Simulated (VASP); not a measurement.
# MnS (Fm-3m) in VASP: notebook, part 3 of 3

VASP 6.6.1. Earlier steps stand in the parts before.

## 4. Band structure, PBE+U, collinear spin, ferromagnetic start

This run uses another cell than the first one, of 18.55 Å³/atom, 1.050 times its volume.

The input, INCAR:

```
  PREC = Accurate
  ENCUT = 520
  EDIFF = 1E-7
  ISMEAR = 0
  SIGMA = 0.02
  LREAL = F
  LASPH = T
  NELM = 150
  ALGO = Normal
  ISIF = 2
  LWAVE = F
  LCHARG = F
  ISPIN = 2
  MAGMOM = 5 0
  LORBIT = 11
  LMAXMIX = 4
  LDAU = T
  LDAUTYPE = 2
  LDAUL = 2 -1
  LDAUU = 3.9 0
  LDAUJ = 0 0
  LDAUPRINT = 1
  GGA = PE
```

The input, KPOINTS:

```
regular mesh
0
Gamma
  10 10 10
```

The input, POSCAR:

```
MnS                                     
1.0
    0.0000000000      2.6473498515      2.6473498515
    2.6473498515      0.0000000000      2.6473498515
    2.6473498515      2.6473498515      0.0000000000
  Mn              S             
     1     1
Direct
     0.0000000000000000    1.0000000000000000    0.0000000000000000
     0.5000000000000000    0.5000000000000000    0.5000000000000000
```

The input, KPOINTS_OPT:

```
path GXWKGLUWLK,UX
15
line-mode
reciprocal
 0.0000000000  0.0000000000  0.0000000000  G
 0.5000000000  0.0000000000  0.5000000000  X

 0.5000000000  0.0000000000  0.5000000000  X
 0.5000000000  0.2500000000  0.7500000000  W

 0.5000000000  0.2500000000  0.7500000000  W
 0.3750000000  0.3750000000  0.7500000000  K

 0.3750000000  0.3750000000  0.7500000000  K
 0.0000000000  0.0000000000  0.0000000000  G

 0.0000000000  0.0000000000  0.0000000000  G
 0.5000000000  0.5000000000  0.5000000000  L

 0.5000000000  0.5000000000  0.5000000000  L
 0.6250000000  0.2500000000  0.6250000000  U

 0.6250000000  0.2500000000  0.6250000000  U
 0.5000000000  0.2500000000  0.7500000000  W

 0.5000000000  0.2500000000  0.7500000000  W
 0.5000000000  0.5000000000  0.5000000000  L

 0.5000000000  0.5000000000  0.5000000000  L
 0.3750000000  0.3750000000  0.7500000000  K

 0.6250000000  0.2500000000  0.6250000000  U
 0.5000000000  0.0000000000  0.5000000000  X
```

Potentials or basis: VASP PAW PBE potentials, release 64 (Mn_pv, S).

The run is started by

```bash
> cat potpaw_PBE.64/Mn_pv/POTCAR potpaw_PBE.64/S/POTCAR > POTCAR
> mpirun -np 1 vasp_std > vasp.out
```

OUTCAR:

```text
PREC = Accurate
   ENCUT = 520
   EDIFF = 1E-7
   ISMEAR = 0
   LREAL = F
   LASPH = T
   NELM = 150
   ISIF = 2
   ISPIN = 2
   LORBIT = 11
   GGA = PE

 ion  position               nearest neighbor table
   1  0.000  0.000  0.000-   2 2.65   2 2.65   2 2.65   2 2.65   2 2.65   2 2.65
   2  0.500  0.500  0.500-   1 2.65   1 2.65   1 2.65   1 2.65   1 2.65   1 2.65

  LATTYP: Found a face centered cubic cell.
 ALAT       =     5.2946997030

  Lattice vectors:

 A1 = (   0.0000000000,   2.6473498515,   2.6473498515)
 A2 = (   2.6473498515,   0.0000000000,   2.6473498515)
 A3 = (   2.6473498515,   2.6473498515,   0.0000000000)

Analysis of symmetry for initial positions (statically):
=====================================================================
 Subroutine PRICEL returns:
 Original cell was already a primitive cell.

 Routine SETGRP: Setting up the symmetry group for a
 face centered cubic supercell.

 Subroutine GETGRP returns: Found 48 space group operations
 (whereof 48 operations were pure point group operations)
 out of a pool of 48 trial point group operations.

The static configuration has the point symmetry O_h .

Analysis of symmetry for dynamics (positions and initial velocities):
=====================================================================
 Subroutine PRICEL returns:
 Original cell was already a primitive cell.

 Routine SETGRP: Setting up the symmetry group for a
 face centered cubic supercell.

 Subroutine GETGRP returns: Found 48 space group operations
 (whereof 48 operations were pure point group operations)
 out of a pool of 48 trial point group operations.

The dynamic configuration has the point symmetry O_h .

Analysis of structural, dynamic, and magnetic symmetry:
=====================================================================
 Subroutine PRICEL returns:
 Original cell was already a primitive cell.
[... 181 lines left out ...]
  o =  0.9545  v =  0.0000 -0.0000  1.0000  0.0000  0.0082  0.0000  0.0000  0.0000  0.0000  0.0000      0.0000  0.0000  0.0000  0.0000  0.0000  0.0000  0.0000  0.0000  0.0000  0.0000

 number of electron      19.0000001 magnetization       5.0000000

 Free energy of the ion-electron system (eV)
  ---------------------------------------------------
  ext. energy  EPLUGINS =         0.00000000
  ---------------------------------------------------
  free energy    TOTEN  =       -12.99171142 eV

  energy without entropy =      -12.99171142  energy(sigma->0) =      -12.99171142

 E-fermi :   5.9799     XC(G=0): -10.3655

 val. band max:        5.7813637633   @ k =   0.5000   0.0000   0.0000
 cond. band min:       6.6239509776   @ k =   0.5000   0.5000   0.0000
 fundamental gap:      0.8425872143
 Fermi energy:         5.9799450592

 spin component 1

 k-point     1 :       0.0000    0.0000    0.0000
  band No.  band energies     occupation
      1     -44.8529      1.00000
      2     -44.8529      1.00000
      3     -44.8529      1.00000
      4      -7.9494      1.00000
      5       1.0343      1.00000
      6       1.0343      1.00000
[... 895 lines left out ...]
      5       1.2753      1.00000
      6       3.1516      1.00000
[... 8 lines left out ...]
     15      14.7402      0.00000
     16      16.3798      0.00000

 [... further k-points ...]

------------------------ aborting loop because EDIFF is reached ----------------------------------------

  FORCE on cell =-STRESS in cart. coord.  units (eV):
  Direction    XX          YY          ZZ          XY          YZ          ZX
  --------------------------------------------------------------------------------------
  -------------------------------------------------------------------------------------
  Total       -0.0029899     -0.0029899     -0.0029899     -0.0000000      0.0000000      0.0000000
  in kB       -0.1290929     -0.1290929     -0.1290929     -0.0000000      0.0000000      0.0000000
  external PRESSURE =      -0.1290929 kB  Pullay stress =       0.0000000 kB

 VOLUME and BASIS-vectors are now :
 -----------------------------------------------------------------------------
  energy-cutoff  :      520.00
  volume of cell :       37.11
      direct lattice vectors                 reciprocal lattice vectors
     0.000000000  2.647349852  2.647349852    -0.188868124  0.188868124  0.188868124
     2.647349852  0.000000000  2.647349852     0.188868124 -0.188868124  0.188868124
     2.647349852  2.647349852  0.000000000     0.188868124  0.188868124 -0.188868124

 POSITION                                       TOTAL-FORCE (eV/Angst)
 -----------------------------------------------------------------------------------
      0.00000      0.00000      0.00000        -0.000000     -0.000000     -0.000000
      2.64735      2.64735      2.64735         0.000000      0.000000      0.000000
 -----------------------------------------------------------------------------------
    total drift:                               -0.000000      0.000000      0.000000

  FREE ENERGIE OF THE ION-ELECTRON SYSTEM (eV)
  ---------------------------------------------------
  free  energy   TOTEN  =       -12.9917114225 eV

  energy  without entropy=      -12.9917114225  energy(sigma->0) =      -12.99171142

 total charge

# of ion       s       p       d       tot
------------------------------------------
    1        0.211   6.155   4.878  11.244
    2        1.321   2.443   0.000   3.764
--------------------------------------------------
tot          1.532   8.598   4.878  15.008

 magnetization (x)

# of ion       s       p       d       tot
------------------------------------------
    1        0.048   0.035   4.521   4.604
    2        0.020   0.057   0.000   0.077
--------------------------------------------------
tot          0.068   0.093   4.521   4.681
```

Run time: 64 s. Hardware: 1 thread of Intel Xeon 6975P-C (Granite Rapids), shared host; peak memory 0.23 GiB.

What came out:

```yaml
Free_energy: -12.9917 eV
Pressure: 0.0 GPa
Band_gap_on_the_k_mesh: 0.84 eV, indirect (least direct gap 2.72 eV)
Band_gap_along_the_path: 0.84 eV, indirect (least direct gap 2.75 eV)
Net_moment: 5.00 μB per cell
Site_moments: Mn +4.60; S +0.08 μB
Valence_electrons_inside_the_program's_atomic_spheres: Mn 11.24; S 3.76
```

Levels at the corners of the path, in eV from the valence-band top:
Spin up:
```tsv
point	band 10	band 11	band 12	band 13	band 14	band 15
Γ	-1.27	-1.27	-1.27	1.77	8.59	8.59
X	-3.84	-2.82	-2.82	1.05	5.37	10.20
X	-3.84	-2.82	-2.82	1.05	5.37	10.20
W	-3.47	-3.47	-2.62	4.12	6.82	7.33
W	-3.47	-3.47	-2.62	4.12	6.82	7.33
K	-3.71	-3.27	-1.66	2.65	6.32	8.65
K	-3.71	-3.27	-1.66	2.65	6.32	8.65
Γ	-1.27	-1.27	-1.27	1.77	8.59	8.59
Γ	-1.27	-1.27	-1.27	1.77	8.59	8.59
L	-3.72	0.00	0.00	3.18	5.70	5.70
L	-3.72	0.00	0.00	3.18	5.70	5.70
U	-3.71	-3.27	-1.66	2.65	6.32	8.65
U	-3.71	-3.27	-1.66	2.65	6.32	8.65
W	-3.47	-3.47	-2.62	4.12	6.82	7.33
W	-3.47	-3.47	-2.62	4.12	6.82	7.33
L	-3.72	0.00	0.00	3.18	5.70	5.70
L	-3.72	0.00	0.00	3.18	5.70	5.70
K	-3.71	-3.27	-1.66	2.65	6.32	8.65
U	-3.71	-3.27	-1.66	2.65	6.32	8.65
X	-3.84	-2.82	-2.82	1.05	5.37	10.20
```
Spin down:
```tsv
point	band 4	band 5	band 6	band 7	band 8	band 9	band 10	band 11
Γ	-13.48	-1.11	-1.11	-1.11	2.23	2.23	2.24	2.24
X	-12.11	-4.84	-2.56	-2.56	0.84	2.55	2.72	3.70
X	-12.11	-4.84	-2.56	-2.56	0.84	2.55	2.72	3.70
W	-12.04	-4.02	-4.02	-3.38	2.73	2.91	2.91	3.38
W	-12.04	-4.02	-4.02	-3.38	2.73	2.91	2.91	3.38
K	-12.07	-4.42	-4.03	-2.56	1.93	3.17	3.42	3.54
K	-12.07	-4.42	-4.03	-2.56	1.93	3.17	3.42	3.54
Γ	-13.48	-1.11	-1.11	-1.11	2.23	2.23	2.24	2.24
Γ	-13.48	-1.11	-1.11	-1.11	2.23	2.23	2.24	2.24
L	-12.30	-5.58	-2.37	-2.37	3.41	3.41	3.48	3.75
L	-12.30	-5.58	-2.37	-2.37	3.41	3.41	3.48	3.75
U	-12.07	-4.42	-4.03	-2.56	1.93	3.17	3.42	3.54
U	-12.07	-4.42	-4.03	-2.56	1.93	3.17	3.42	3.54
W	-12.04	-4.02	-4.02	-3.38	2.73	2.91	2.91	3.38
W	-12.04	-4.02	-4.02	-3.38	2.73	2.91	2.91	3.38
L	-12.30	-5.58	-2.37	-2.37	3.41	3.41	3.48	3.75
L	-12.30	-5.58	-2.37	-2.37	3.41	3.41	3.48	3.75
K	-12.07	-4.42	-4.03	-2.56	1.93	3.17	3.42	3.54
U	-12.07	-4.42	-4.03	-2.56	1.93	3.17	3.42	3.54
X	-12.11	-4.84	-2.56	-2.56	0.84	2.55	2.72	3.70
```

Eigenvalues of the final occupation matrices:
```
    site  spin  trace               eigenvalues
site 1 d     1   4.71  0.93 0.93 0.93 0.95 0.95
site 1 d     2   0.18  0.01 0.01 0.01 0.07 0.07
```

Caveat: a cell with one magnetic atom can't hold antiferromagnetic order, which such compounds often take. The state reached can hang on the start; a lower one may exist.
